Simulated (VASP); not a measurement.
# AlP (F-43m) in VASP: further runs

The runs below take AlP through single point, with r2SCAN.

Everything below comes from runs of VASP 6.6.1. Logs are shortened: lines on timing, memory, paths and dates and some standing lists are left out, and cuts for length are marked.

**Measured values to compare with.**

From a printed reference work, data compilation, for a bulk crystal of AlP at 4.2 K: band gap 2.505 eV (indirect).

The runs below are set against these values where they give the same quantity.

### 1 The cell of the first run

The structure is cubic, space group F-43m (No. 216). The conventional cell has a = 5.423 Å, b = 5.423 Å, c = 5.423 Å, α = 90.00°, β = 90.00°, γ = 90.00°. Al (site symmetry -43m) has 4 P at 2.35 Å within 3.1 Å. P (site symmetry -43m) has 4 Al at 2.35 Å within 3.1 Å.

### 2 Single point, r2SCAN (volume changed by -3%)

POSCAR

```
AlP
1.0
    0.0000000000      2.7115896024      2.7115896024
    2.7115896024      0.0000000000      2.7115896024
    2.7115896024      2.7115896024      0.0000000000
Al P
1 1
Direct
    0.0000000000      0.0000000000      0.0000000000
    0.2500000000      0.2500000000      0.2500000000
```

INCAR.step1

```
PREC = Accurate
ENCUT = 550
ISMEAR = 0
SIGMA = 0.01
LREAL = F
LASPH = T
NELM = 120
NBANDS = 11
GGA = PE
ALGO = Normal
EDIFF = 1E-5
LWAVE = T
LCHARG = F
GGA_COMPAT = F
```

INCAR.step2

```
PREC = Accurate
ENCUT = 550
EDIFF = 1E-6
ISMEAR = 0
SIGMA = 0.01
LREAL = F
LASPH = T
NELM = 120
ALGO = Normal
ISIF = 2
LWAVE = F
LCHARG = F
METAGGA = R2SCAN
LMIXTAU = T
NBANDS = 11
ISTART = 1
GGA_COMPAT = F
```

KPOINTS

```
regular mesh
0
Gamma
  6 6 6
```

Potentials or basis: VASP PAW PBE potentials, release 64 (Al, P).

Run with:

```
$ cat potpaw_PBE.64/Al/POTCAR potpaw_PBE.64/P/POTCAR > POTCAR
$ cp INCAR.step1 INCAR
$ mpirun -np 1 vasp_std > vasp.out
$ cp INCAR.step2 INCAR
$ mpirun -np 1 vasp_std > vasp.out
```

OUTCAR:

```text
PREC = Accurate
   ENCUT = 550
   EDIFF = 1E-6
   ISMEAR = 0
   LREAL = F
   LASPH = T
   NELM = 120
   ISIF = 2
   METAGGA = R2SCAN
   ISTART = 1

 ion  position               nearest neighbor table
   1  0.000  0.000  0.000-   2 2.35   2 2.35   2 2.35   2 2.35
   2  0.250  0.250  0.250-   1 2.35   1 2.35   1 2.35   1 2.35

  LATTYP: Found a face centered cubic cell.
 ALAT       =     5.4231792048

  Lattice vectors:

 A1 = (   0.0000000000,   2.7115896024,   2.7115896024)
 A2 = (   2.7115896024,   0.0000000000,   2.7115896024)
 A3 = (   2.7115896024,   2.7115896024,   0.0000000000)

Analysis of symmetry for initial positions (statically):
=====================================================================
 Subroutine PRICEL returns:
 Original cell was already a primitive cell.

 Routine SETGRP: Setting up the symmetry group for a
 face centered cubic supercell.

 Subroutine GETGRP returns: Found 24 space group operations
 (whereof 24 operations were pure point group operations)
 out of a pool of 48 trial point group operations.

The static configuration has the point symmetry T_d .

Analysis of symmetry for dynamics (positions and initial velocities):
=====================================================================
 Subroutine PRICEL returns:
 Original cell was already a primitive cell.

 Routine SETGRP: Setting up the symmetry group for a
 face centered cubic supercell.

 Subroutine GETGRP returns: Found 24 space group operations
 (whereof 24 operations were pure point group operations)
 out of a pool of 48 trial point group operations.

The dynamic configuration has the point symmetry T_d .

 Subroutine INISYM returns: Found 24 space group operations
 (whereof 24 operations are pure point group operations),
 and found     1 'primitive' translations

----------------------------------------------------------------------------------------

                                     Primitive cell

  volume of cell :      39.8751

  direct lattice vectors                    reciprocal lattice vectors
     0.000000000  2.711589602  2.711589602    -0.184393685  0.184393685  0.184393685
     2.711589602  0.000000000  2.711589602     0.184393685 -0.184393685  0.184393685
     2.711589602  2.711589602  0.000000000     0.184393685  0.184393685 -0.184393685

  length of vectors
     3.834766791  3.834766791  3.834766791     0.319379232  0.319379232  0.319379232

  position of ions in fractional coordinates (direct lattice)
     0.000000000  0.000000000  0.000000000
     0.250000000  0.250000000  0.250000000

  ion indices of the primitive-cell ions
   primitive index   ion index
                 1           1
                 2           2

----------------------------------------------------------------------------------------

 KPOINTS: regular mesh

Automatic generation of k-mesh.
 Grid dimensions read from file:
 generate k-points for:    6    6    6

 Generating k-lattice:

  Cartesian coordinates                     Fractional coordinates (reciprocal lattice)
    -0.030732281  0.030732281  0.030732281     0.166666667  0.000000000  0.000000000
     0.030732281 -0.030732281  0.030732281     0.000000000  0.166666667  0.000000000
     0.030732281  0.030732281 -0.030732281     0.000000000  0.000000000  0.166666667

  Length of vectors
     0.053229872  0.053229872  0.053229872

  Shift w.r.t. Gamma in fractional coordinates (k-lattice)
     0.000000000  0.000000000  0.000000000

 Subroutine IBZKPT returns following result:
 ===========================================

 Found     16 irreducible k-points:

 Following reciprocal coordinates:
            Coordinates               Weight
  0.000000  0.000000  0.000000      1.000000
  0.166667  0.000000  0.000000      8.000000
  0.333333  0.000000  0.000000      8.000000
  0.500000  0.000000  0.000000      4.000000
  0.166667  0.166667  0.000000      6.000000
  0.333333  0.166667  0.000000     24.000000
[... 8 lines left out ...]
 -0.333333  0.333333  0.166667     24.000000
 -0.333333  0.500000  0.166667     12.000000
   k-points           NKPTS =     16   k-points in BZ     NKDIM =     16   number of bands    NBANDS=     11
   number of dos      NEDOS =    301   number of ions     NIONS =      2
   total plane-waves  NPLWV =  27000
   dimension x,y,z NGX =    30 NGY =   30 NGZ =   30
   dimension x,y,z NGXF=    60 NGYF=   60 NGZF=   60
   ions per type =               1   1
   NGX,Y,Z   is equivalent  to a cutoff of  13.01, 13.01, 13.01 a.u.
   NGXF,Y,Z  is equivalent  to a cutoff of  26.01, 26.01, 26.01 a.u.
 SYSTEM =  unknown system
   PREC   = accura    normal or accurate (medium, high low for compatibility)
   ISTART =      1    job   : 0-new  1-cont  2-samecut
   ICHARG =      0    charge: 1-file 2-atom 10-const
   ISPIN  =      1    spin polarized calculation?
   LNONCOLLINEAR =      F non collinear calculations
   LSORBIT =      F    spin-orbit coupling
   LASPH  =      T    aspherical Exc in radial PAW
   ENCUT  =  550.0 eV  40.42 Ry    6.36 a.u.   7.33  7.33  7.33*2*pi/ulx,y,z
   NELM   =    120;   NELMIN=  2; NELMDL=  0     # of ELM steps
   EDIFF  = 0.1E-05   stopping-criterion for ELM
   LREAL  =      F    real-space projection
   EDIFFG = 0.1E-04   stopping-criterion for IOM
   NSW    =      0    number of steps for IOM
   IBRION =     -1    ionic relax: 0-MD 1-quasi-New 2-CG
   NFREE  =      0    steps in history (QN), initial steepest desc. (CG)
   ISIF   =      2    stress and relaxation
   ISYM   =      2    0-nonsym 1-usesym 2-fastsym
   POTIM  = 0.5000    time-step for ionic-motion
   TEBEG  =    0.0;   TEEND  =   0.0 temperature during run
   PSTRESS=    0.0 pullay stress
   NELECT =       8.0000    total number of electrons
   NUPDOWN=      -1.0000    fix difference up-down
   EMIN   =  10.00;   EMAX   =-10.00  energy-range for DOS
   EFERMI =   0.00;   METHOD = LEGACY
   ISMEAR =     0;   SIGMA  =   0.01  broadening in eV -4-tet -1-fermi 0-gaus
   EFERMI_NEDOS =   21; number of points for ismear=-14 and -15
   IALGO  =     38    algorithm
   IMIX   =      4    mixing-type and parameters
     AMIX     =   0.40;   BMIX     =  1.00
     AMIX_MAG =   1.60;   BMIX_MAG =  1.00
  volume/ion in A,a.u.               =      19.94       134.55
  Fermi-wavevector in a.u.,A,eV,Ry     =   0.958380  1.811075 12.496833  0.918491
  Thomas-Fermi vector in A             =   2.087482
   LORBIT       =      0    0 simple, 1 ext, 2 COOP (PROOUT), +10 PAW based schemes
   METAGGA = R2SCAN    functional components
   LHFCALC =     F    Hartree Fock is set to
   AEXX    =    0.0000 exact exchange contribution
   IVDW    =     0    specifies the selected vdW correction
   LEPSILON=     F    determine dielectric tensor
   LRPA    =     F    only Hartree local field effects (RPA)
 non-spin polarized calculation
 Gauss-broadening in eV      SIGMA  =   0.01
  energy-cutoff  :      550.00
  volume of cell :       39.88
 maximum number of plane-waves:      1211
 NGX is ok and might be reduce to    30
   NGX = 15   NGY = 15   NGZ = 15

 number of electron       7.9999999 magnetization

 Free energy of the ion-electron system (eV)
  ---------------------------------------------------
  ext. energy  EPLUGINS =         0.00000000
  ---------------------------------------------------
  free energy    TOTEN  =       -17.19430301 eV

  energy without entropy =      -17.19430301  energy(sigma->0) =      -17.19430301

 E-fermi :   4.7253     XC(G=0):  -9.7098

 val. band max:        4.5983650175   @ k =   0.0000   0.0000   0.0000
 cond. band min:       6.4675154120   @ k =   0.5000   0.5000   0.0000
 fundamental gap:      1.8691503945
 Fermi energy:         4.7253038209

 k-point     1 :       0.0000    0.0000    0.0000
  band No.  band energies     occupation
      1      -7.5113      2.00000
      2       4.5984      2.00000
      3       4.5984      2.00000
      4       4.5984      2.00000
      5       8.7892      0.00000
      6       9.6037      0.00000
      7       9.6037      0.00000
      8       9.6037      0.00000
      9      13.9293      0.00000
     10      13.9293      0.00000
     11      15.9550      0.00000

 k-point     2 :       0.1667    0.0000    0.0000
  band No.  band energies     occupation
      1      -7.1875      2.00000
      2       2.7043      2.00000
      3       4.3446      2.00000
      4       4.3446      2.00000
      5       8.8690      0.00000
      6      10.0654      0.00000
      7      10.0654      0.00000
      8      10.9912      0.00000
      9      13.2914      0.00000
     10      13.2914      0.00000
     11      16.3879      0.00000

 k-point     3 :       0.3333    0.0000    0.0000
  band No.  band energies     occupation
      1      -6.3434      2.00000
      2       0.1018      2.00000
      3       3.9531      2.00000
      4       3.9531      2.00000
      5       8.2513      0.00000
      6      10.0832      0.00000
      7      10.0832      0.00000
      8      13.3473      0.00000
      9      14.3428      0.00000
     10      14.3428      0.00000
     11      15.8827      0.00000

 k-point     4 :       0.5000    0.0000    0.0000
  band No.  band energies     occupation
      1      -5.7142      2.00000
      2      -1.1678      2.00000
      3       3.7946      2.00000
      4       3.7946      2.00000
      5       8.0068      0.00000
      6       9.8250      0.00000
      7       9.8250      0.00000
      8      13.6135      0.00000
      9      16.8331      0.00000
     10      16.8331      0.00000
     11      17.5686      0.00000
[... 127 lines left out ...]
 k-point    14 :       0.5000    0.3333    0.1667
  band No.  band energies     occupation
      1      -5.6737      2.00000
      2       0.0399      2.00000
      3       1.7973      2.00000
      4       2.9323      2.00000
      5       8.8587      0.00000
      6       9.9264      0.00000
      7      10.6898      0.00000
      8      13.5291      0.00000
      9      14.7333      0.00000
     10      17.0619      0.00000
     11      19.0058      0.00000

 k-point    15 :      -0.3333    0.3333    0.1667
  band No.  band energies     occupation
      1      -5.1793      2.00000
      2      -0.5668      2.00000
      3       1.3242      2.00000
      4       2.5184      2.00000
      5       9.0460      0.00000
      6      10.1134      0.00000
      7      12.1317      0.00000
      8      12.8744      0.00000
      9      14.3047      0.00000
     10      17.5026      0.00000
     11      18.5211      0.00000

 k-point    16 :      -0.3333    0.5000    0.1667
  band No.  band energies     occupation
      1      -4.9628      2.00000
      2      -0.6104      2.00000
      3       1.5321      2.00000
      4       1.8038      2.00000
      5       8.2746      0.00000
      6       9.3785      0.00000
      7      12.9585      0.00000
      8      13.3057      0.00000
      9      16.9176      0.00000
     10      17.3960      0.00000
     11      18.9972      0.00000

------------------------ aborting loop because EDIFF is reached ----------------------------------------

  FORCE on cell =-STRESS in cart. coord.  units (eV):
  Direction    XX          YY          ZZ          XY          YZ          ZX
  --------------------------------------------------------------------------------------
  -------------------------------------------------------------------------------------
  Total        0.6593786      0.6593786      0.6593786      0.0000000      0.0000000      0.0000000
  in kB       26.4937570     26.4937570     26.4937570      0.0000000      0.0000000      0.0000000
  external PRESSURE =      26.4937570 kB  Pullay stress =       0.0000000 kB

 VOLUME and BASIS-vectors are now :
 -----------------------------------------------------------------------------
  energy-cutoff  :      550.00
  volume of cell :       39.88
      direct lattice vectors                 reciprocal lattice vectors
     0.000000000  2.711589602  2.711589602    -0.184393685  0.184393685  0.184393685
     2.711589602  0.000000000  2.711589602     0.184393685 -0.184393685  0.184393685
     2.711589602  2.711589602  0.000000000     0.184393685  0.184393685 -0.184393685

 POSITION                                       TOTAL-FORCE (eV/Angst)
 -----------------------------------------------------------------------------------
      0.00000      0.00000      0.00000        -0.000000     -0.000000     -0.000000
      1.35579      1.35579      1.35579         0.000000      0.000000      0.000000
 -----------------------------------------------------------------------------------
    total drift:                               -0.000000     -0.000000     -0.000000

  FREE ENERGIE OF THE ION-ELECTRON SYSTEM (eV)
  ---------------------------------------------------
  free  energy   TOTEN  =       -17.1943030086 eV

  energy  without entropy=      -17.1943030086  energy(sigma->0) =      -17.19430301
```

Run time: 36 s. Hardware: 1 thread of AMD EPYC 7R13, shared host; peak memory 0.16 GiB.

Results:

| Quantity | Value |
| --- | --- |
| Free energy | -17.1943 eV |
| Pressure | 2.6 GPa |
| Band gap on the k mesh | 1.87 eV, indirect (least direct gap 4.09 eV) |

Levels at points of the mesh, in eV from the valence-band top:
```csv
k point,band 2,band 3,band 4,band 5,band 6,band 7
"(0.00, 0.00, 0.00)",0.00,0.00,0.00,4.19,5.01,5.01
"(0.50, 0.00, 0.00)",-5.77,-0.80,-0.80,3.41,5.23,5.23
"(0.50, 0.50, 0.00)",-5.50,-2.22,-2.22,1.87,2.84,12.18
```

Caveat: the PAW data sets were made with another functional, which shifts forces and pressure a little.

### 3 Single point, r2SCAN (volume changed by +3%)

POSCAR

```
AlP
1.0
    0.0000000000      2.7663839532      2.7663839532
    2.7663839532      0.0000000000      2.7663839532
    2.7663839532      2.7663839532      0.0000000000
Al P
1 1
Direct
    0.0000000000      0.0000000000      0.0000000000
    0.2500000000      0.2500000000      0.2500000000
```

INCAR.step1

```
SYSTEM = AlP
  PREC = Accurate
  ENCUT = 550
  ISMEAR = 0
  SIGMA = 0.01
  LREAL = .FALSE.
  LASPH = .TRUE.
  NELM = 120
  NBANDS = 11
  GGA = PE
  ALGO = Normal
  EDIFF = 1E-5
  LWAVE = .TRUE.
  LCHARG = .FALSE.
  GGA_COMPAT = .FALSE.
```

INCAR.step2

```
SYSTEM = AlP
  PREC = Accurate
  ENCUT = 550
  EDIFF = 1E-6
  ISMEAR = 0
  SIGMA = 0.01
  LREAL = .FALSE.
  LASPH = .TRUE.
  NELM = 120
  ALGO = Normal
  ISIF = 2
  LWAVE = .FALSE.
  LCHARG = .FALSE.
  METAGGA = R2SCAN
  LMIXTAU = .TRUE.
  NBANDS = 11
  ISTART = 1
  GGA_COMPAT = .FALSE.
```

KPOINTS

```
regular mesh
0
G
  6 6 6
  0 0 0
```

Potentials or basis: VASP PAW PBE potentials, release 64 (Al, P).

Run with:

```
$ cat potpaw_PBE.64/Al/POTCAR potpaw_PBE.64/P/POTCAR > POTCAR
$ cp INCAR.step1 INCAR
$ mpirun -np 1 vasp_std > vasp.out
$ cp INCAR.step2 INCAR
$ mpirun -np 1 vasp_std > vasp.out
```

It took 31 s on 1 thread of AMD EPYC 7R13, shared host; peak memory 0.16 GiB.

Results (log left out):

```
Free energy            : -17.1912 eV
Pressure               : -2.8 GPa
Band gap on the k mesh : 1.98 eV, indirect (least direct gap 3.64 eV)
```

Levels at points of the mesh, in eV from the valence-band top:
| k point | band 1 | band 2 | band 3 | band 4 | band 5 | band 6 | band 7 | band 8 |
| --- | --- | --- | --- | --- | --- | --- | --- | --- |
| (0.00, 0.00, 0.00) | -11.76 | 0.00 | 0.00 | 0.00 | 3.64 | 4.91 | 4.91 | 4.91 |
| (0.50, 0.00, 0.00) | -10.11 | -5.50 | -0.77 | -0.77 | 3.17 | 5.21 | 5.21 | 8.82 |
| (0.50, 0.50, 0.00) | -9.46 | -5.30 | -2.10 | -2.10 | 1.98 | 2.85 | 11.63 | 11.63 |

Caveat: the PAW data sets were made with another functional, which shifts forces and pressure a little.

### 4 Single point, r2SCAN (volume changed by +6%)

POSCAR

```
AlP
1.0
    0.0000000000      2.7929854308      2.7929854308
    2.7929854308      0.0000000000      2.7929854308
    2.7929854308      2.7929854308      0.0000000000
Al P
1 1
Direct
    0.0000000000      0.0000000000      0.0000000000
    0.2500000000      0.2500000000      0.2500000000
```

INCAR.step1

```
SYSTEM = AlP
PREC     = Accurate       ! precision mode
ENCUT    = 550            ! plane-wave cutoff, eV
ISMEAR   = 0              ! smearing method
SIGMA    = 0.01           ! smearing width, eV
LREAL    = .FALSE.        ! projectors in reciprocal space
LASPH    = .TRUE.         ! aspherical terms in the spheres
NELM     = 120            ! most SCF steps
NBANDS   = 11             ! bands
GGA      = PE             ! functional
ALGO     = Normal         ! electronic algorithm
EDIFF    = 1E-5           ! SCF threshold, eV
LWAVE    = .TRUE.         ! write WAVECAR
LCHARG   = .FALSE.        ! write CHGCAR
GGA_COMPAT= .FALSE.
```

INCAR.step2

```
SYSTEM = AlP
PREC     = Accurate       ! precision mode
ENCUT    = 550            ! plane-wave cutoff, eV
EDIFF    = 1E-6           ! SCF threshold, eV
ISMEAR   = 0              ! smearing method
SIGMA    = 0.01           ! smearing width, eV
LREAL    = .FALSE.        ! projectors in reciprocal space
LASPH    = .TRUE.         ! aspherical terms in the spheres
NELM     = 120            ! most SCF steps
ALGO     = Normal         ! electronic algorithm
ISIF     = 2              ! what is computed and relaxed
LWAVE    = .FALSE.        ! write WAVECAR
LCHARG   = .FALSE.        ! write CHGCAR
METAGGA  = R2SCAN         ! meta-GGA
LMIXTAU  = .TRUE.       
NBANDS   = 11             ! bands
ISTART   = 1            
GGA_COMPAT= .FALSE.
```

KPOINTS is that of step 3.

Run with:

```
$ cat potpaw_PBE.64/Al/POTCAR potpaw_PBE.64/P/POTCAR > POTCAR
$ cp INCAR.step1 INCAR
$ mpirun -np 1 vasp_std > vasp.out
$ cp INCAR.step2 INCAR
$ mpirun -np 1 vasp_std > vasp.out
```

Wall time 38 s (1 thread of AMD EPYC 7R13, shared host); peak memory 0.16 GiB.

It converged, with:

* Free energy: -17.1614 eV
* Pressure: -4.9 GPa
* Band gap on the k mesh: 2.02 eV, indirect (least direct gap 3.38 eV)

Levels at points of the mesh, in eV from the valence-band top:
| k point | band 1 | band 2 | band 3 | band 4 | band 5 | band 6 | band 7 | band 8 |
| --- | --- | --- | --- | --- | --- | --- | --- | --- |
| (0.00, 0.00, 0.00) | -11.60 | 0.00 | 0.00 | 0.00 | 3.38 | 4.87 | 4.87 | 4.87 |
| (0.50, 0.00, 0.00) | -10.02 | -5.37 | -0.75 | -0.75 | 3.05 | 5.19 | 5.19 | 8.72 |
| (0.50, 0.50, 0.00) | -9.40 | -5.20 | -2.04 | -2.04 | 2.02 | 2.85 | 11.37 | 11.37 |

Caveat: the PAW data sets were made with another functional, which shifts forces and pressure a little. A k mesh can miss the band edges.

(Continued in part 2 of 2.)
